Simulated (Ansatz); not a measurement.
# Te2Mo: the cost of one run

Computed with Ansatz 0.2.0 (DFT PBE+D3(BJ), scalar-relativistic, plane waves, PAW, unless a step's input says otherwise).

2 further runs of the same task are left out: 2 set aside as unsound or not needed.

## Step 1: The structure to begin with

It takes space group P6_3/mmc (No. 194, hexagonal). Conventional cell: a = 3.496 Å, b = 3.496 Å, c = 13.701 Å, α = 90.00°, β = 90.00°, γ = 120.00°. Around Te (site symmetry 3m) lie 3 Mo at 2.72 Å. Around Mo (site symmetry -6m2) lie 6 Te at 2.72 Å.

Coordinates:

```
CELL_PARAMETERS angstrom
3.49640 0.00000 0.00000
-1.74820 3.02797 0.00000
0.00000 0.00000 13.70084
ATOMIC_POSITIONS crystal
Te 0.33333 0.66667 0.61734
Te 0.66667 0.33333 0.11734
Te 0.33333 0.66667 0.88266
Te 0.66667 0.33333 0.38266
Mo 0.33333 0.66667 0.25000
Mo 0.66667 0.33333 0.75000
```

This cell was relaxed beforehand with the same method: volume 24.18 Å³/atom, gap on the mesh 0.65 eV.

## Step 2: One layer, cut out

One layer of the relaxed bulk, put into vacuum. Layers, bottom to top:

| plane | atoms per cell | height over the lowest (Å) |
| --- | --- | --- |
| 1 | Te | 0.00 |
| 2 | Mo | 1.82 |
| 3 | Te | 3.64 |

## Step 3: Probe: one point at the start

The sheet is isolated along c: the input cuts the Coulomb interaction between periodic copies.

Contents of input.yaml:

```yaml
crystal:
  lattice:
    - [3.4964011427, 0.0, 0.0]
    - [-1.7482005713, 3.0279722114, 0.0]
    - [0.0, 0.0, 33.2702079439]
  atoms:
    - { symbol: Te, position: [0.3333333333, 0.6666666667, 0.4453699842] }
    - { symbol: Mo, position: [0.6666666667, 0.3333333333, 0.5] }
    - { symbol: Te, position: [0.3333333333, 0.6666666667, 0.5546300158] }
  periodic: [true, true, false]
basis:
  ecutwfc: 420
kpoints:
  mp_grid: { grid: [6, 6, 1] }
hamiltonian:
  xc: pbe
  dispersion: d3bj
scf:
  occupations: { method: gaussian, width: 0.1 }
output:
  forces: true
  stress: true
  eigenvalues: true
```

The run is started by

```sh
ansatz run input.yaml --threads 2 --pin off --max-ram 5120MiB --backend cpu --events-out ev --progress --plain --runs-dir out
```

What time and memory should one allow on 2 threads of Arm Neoverse V2, shared host?

About 3.5 s, with a peak of 0.48 GiB.
